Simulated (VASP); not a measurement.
# Bi (Im-3m) in VASP: further runs, part 2 of 2

VASP 6.6.1. The steps go on from the part before.

### Step 5. Single point, LDA

Contents of run.py:

```python
from ase.calculators.vasp import Vasp
from ase.dft.bandgap import bandgap
from ase.io import read

atoms = read('Bi.cif', primitive_cell=True, subtrans_included=False)
calc = Vasp(
    directory='calc',
    xc='lda',
    pp='LDA',
    setups='minimal',
    prec='Accurate',
    encut=500,
    ediff=1e-06,
    ismear=0,
    sigma=0.1,
    lreal=False,
    lasph=True,
    nelm=100,
    algo='Normal',
    isif=2,
    lwave=False,
    lcharg=False,
    kpts=[9, 9, 9],
    gamma=True,
)
atoms.calc = calc

print('energy (eV):', atoms.get_potential_energy())
print('free energy (eV):', atoms.get_potential_energy(force_consistent=True))
print('forces (eV/A):')
print(atoms.get_forces())
print('stress (eV/A^3, Voigt):', atoms.get_stress())
print('Fermi level (eV):', calc.get_fermi_level())
gap, top, bottom = bandgap(calc)
print('band gap (eV):', gap, 'from (spin, k, band)', top, 'to', bottom)
```

Contents of Bi.cif:

```cif
data_Bi
_cell_length_a 3.96286106
_cell_length_b 3.96286106
_cell_length_c 3.96286106
_cell_angle_alpha 90.00000000
_cell_angle_beta 90.00000000
_cell_angle_gamma 90.00000000
_space_group_name_H-M_alt 'Im-3m'
_space_group_name_Hall '-I 4 2 3'
_space_group_IT_number 229
loop_
_space_group_symop_operation_xyz
'x,y,z'
'-x,-y,-z'
'-y,x,z'
'y,-x,-z'
'-x,-y,z'
'x,y,-z'
'y,-x,z'
'-y,x,-z'
'x,-y,-z'
'-x,y,z'
'-y,-x,-z'
'y,x,z'
'-x,y,-z'
'x,-y,z'
'y,x,-z'
'-y,-x,z'
'z,x,y'
'-z,-x,-y'
'z,-y,x'
'-z,y,-x'
'z,-x,-y'
'-z,x,y'
'z,y,-x'
'-z,-y,x'
'-z,x,-y'
'z,-x,y'
'-z,-y,-x'
'z,y,x'
'-z,-x,y'
'z,x,-y'
'-z,y,x'
'z,-y,-x'
'y,z,x'
'-y,-z,-x'
'x,z,-y'
'-x,-z,y'
'-y,z,-x'
'y,-z,x'
'-x,z,y'
'x,-z,-y'
'-y,-z,x'
'y,z,-x'
'-x,-z,-y'
'x,z,y'
'y,-z,-x'
'-y,z,x'
'x,-z,y'
'-x,z,-y'
'x+1/2,y+1/2,z+1/2'
'-x+1/2,-y+1/2,-z+1/2'
'-y+1/2,x+1/2,z+1/2'
'y+1/2,-x+1/2,-z+1/2'
'-x+1/2,-y+1/2,z+1/2'
'x+1/2,y+1/2,-z+1/2'
'y+1/2,-x+1/2,z+1/2'
'-y+1/2,x+1/2,-z+1/2'
'x+1/2,-y+1/2,-z+1/2'
'-x+1/2,y+1/2,z+1/2'
'-y+1/2,-x+1/2,-z+1/2'
'y+1/2,x+1/2,z+1/2'
'-x+1/2,y+1/2,-z+1/2'
'x+1/2,-y+1/2,z+1/2'
'y+1/2,x+1/2,-z+1/2'
'-y+1/2,-x+1/2,z+1/2'
'z+1/2,x+1/2,y+1/2'
'-z+1/2,-x+1/2,-y+1/2'
'z+1/2,-y+1/2,x+1/2'
'-z+1/2,y+1/2,-x+1/2'
'z+1/2,-x+1/2,-y+1/2'
'-z+1/2,x+1/2,y+1/2'
'z+1/2,y+1/2,-x+1/2'
'-z+1/2,-y+1/2,x+1/2'
'-z+1/2,x+1/2,-y+1/2'
'z+1/2,-x+1/2,y+1/2'
'-z+1/2,-y+1/2,-x+1/2'
'z+1/2,y+1/2,x+1/2'
'-z+1/2,-x+1/2,y+1/2'
'z+1/2,x+1/2,-y+1/2'
'-z+1/2,y+1/2,x+1/2'
'z+1/2,-y+1/2,-x+1/2'
'y+1/2,z+1/2,x+1/2'
'-y+1/2,-z+1/2,-x+1/2'
'x+1/2,z+1/2,-y+1/2'
'-x+1/2,-z+1/2,y+1/2'
'-y+1/2,z+1/2,-x+1/2'
'y+1/2,-z+1/2,x+1/2'
'-x+1/2,z+1/2,y+1/2'
'x+1/2,-z+1/2,-y+1/2'
'-y+1/2,-z+1/2,x+1/2'
'y+1/2,z+1/2,-x+1/2'
'-x+1/2,-z+1/2,-y+1/2'
'x+1/2,z+1/2,y+1/2'
'y+1/2,-z+1/2,-x+1/2'
'-y+1/2,z+1/2,x+1/2'
'x+1/2,-z+1/2,y+1/2'
'-x+1/2,z+1/2,-y+1/2'
loop_
_atom_site_label
_atom_site_type_symbol
_atom_site_symmetry_multiplicity
_atom_site_Wyckoff_symbol
_atom_site_fract_x
_atom_site_fract_y
_atom_site_fract_z
_atom_site_occupancy
Bi1 Bi 2 a 0.0000000000 0.0000000000 0.0000000000 1
```

Command:

```console
$ python run.py
```

It took 8.4 s on 1 thread of Intel Xeon Platinum 8488C (Sapphire Rapids), shared host; peak memory 0.14 GiB.

Results (log left out):

```yaml
Free_energy: -4.4688 eV
Pressure: -3.2 GPa
Band_gap_on_the_k_mesh: none (metal or under the smearing width)
```

Levels at points of the mesh, in eV from the Fermi level:
| k point | band 1 | band 2 | band 3 | band 4 | band 5 | band 6 |
| --- | --- | --- | --- | --- | --- | --- |
| (0.00, 0.00, 0.00) | -13.53 | 5.05 | 5.05 | 5.05 | 9.22 | 10.52 |

Caveat: spin-orbit coupling is left out, which moves the levels of the heavy elements.

### Step 6. Electrostatic potential, r2SCAN (cell strained at random at fixed volume)

Contents of INCAR:

```
SYSTEM = Bi
ALGO = Normal ; EDIFF = 1E-6
ENCUT = 520 ; ISIF = 2
ISMEAR = -5 ; LASPH = .TRUE.
LCHARG = .TRUE. ; LMIXTAU = .TRUE.
LREAL = .FALSE. ; LVHAR = .TRUE.
LWAVE = .FALSE. ; METAGGA = R2SCAN
NELM = 60 ; PREC = Accurate
SIGMA = 0.05
```

Contents of KPOINTS:

```
k-points
0
G
  9 9 9
  0 0 0
```

Contents of POSCAR:

```
Bi
1.0
   -1.9790240000      1.9985000000      1.9531420000
    1.9661170000     -2.0296300000      1.9713650000
    1.9749290000      2.0255350000     -1.9842720000
Bi
1
Direct
   -0.0011140000      0.0181590000      0.0152380000
```

Potentials or basis: VASP PAW PBE potentials, release 64 (Bi_d).

Command:

```console
$ cat potpaw_PBE.64/Bi_d/POTCAR > POTCAR
$ mpirun -np 1 vasp_std > vasp.out
```

Wall time 7.4 min (1 thread of Intel Xeon Platinum 8488C (Sapphire Rapids), shared host); peak memory 0.26 GiB.

It converged, with:

| Property | Result |
| --- | --- |
| Free energy | -58.2698 eV |
| Pressure | 0.2 GPa |
| Band gap on the k mesh | none (metal or under the smearing width) |

Stress tensor (GPa, compression positive):
```
0.08 0.10 0.23
0.10 0.36 0.38
0.23 0.38 0.13
```

Levels at points of the mesh, in eV from the Fermi level:
```
           k point  band 6  band 7  band 8  band 9  band 10  band 11
(0.00, 0.00, 0.00)  -14.15    5.16    5.31    5.47    10.07    11.06
```

Caveat: the PAW data sets were made with another functional, which shifts forces and pressure a little; spin-orbit coupling is left out, which moves the levels of the heavy elements; tetrahedron occupations give inexact forces and stress in metals.

### Step 7. The reference run

An earlier run on the cell as given: functional PBEsol; potentials or basis VASP PAW PBE potentials, release 64 (Bi_d); cutoff 520 eV; k mesh 9 × 9 × 9; occupations fermi-dirac, width 0.05 eV; no spin polarisation.

* Pressure: -2.0 GPa
* Band gap on the k mesh: none (metal or under the smearing width)

### Step 8. Overview

| task | level | potentials or basis | cell | cutoff (eV) | smearing | ladder | gap on the mesh (eV) | pressure (GPa) |
| --- | --- | --- | --- | --- | --- | --- | --- | --- |
| single point | PBE | VASP PAW PBE potentials, release 64 (Bi_d) | as given | 520 | gaussian 0.1 eV | - | none | 0.8 |
| single point | LDA | VASP PAW LDA potentials, release 64 (Bi) | as given | 500 | gaussian 0.1 eV | - | none | -3.2 |
| electrostatic potential | r2SCAN | VASP PAW PBE potentials, release 64 (Bi_d) | cell strained at random at fixed volume | 520 | tetrahedron | - | none | 0.2 |
| single point | PBEsol | VASP PAW PBE potentials, release 64 (Bi_d) | as given | 520 | fermi-dirac 0.05 eV | free | none | -2.0 |

Alike in all rows: no spin polarisation; k mesh 9 × 9 × 9.

Caveats: spin-orbit coupling is left out, which moves the levels of the heavy elements; the PAW data sets were made with another functional, which shifts forces and pressure a little (some runs); tetrahedron occupations give inexact forces and stress in metals (some runs).

Absolute energies hang on the potentials; compare differences alone.
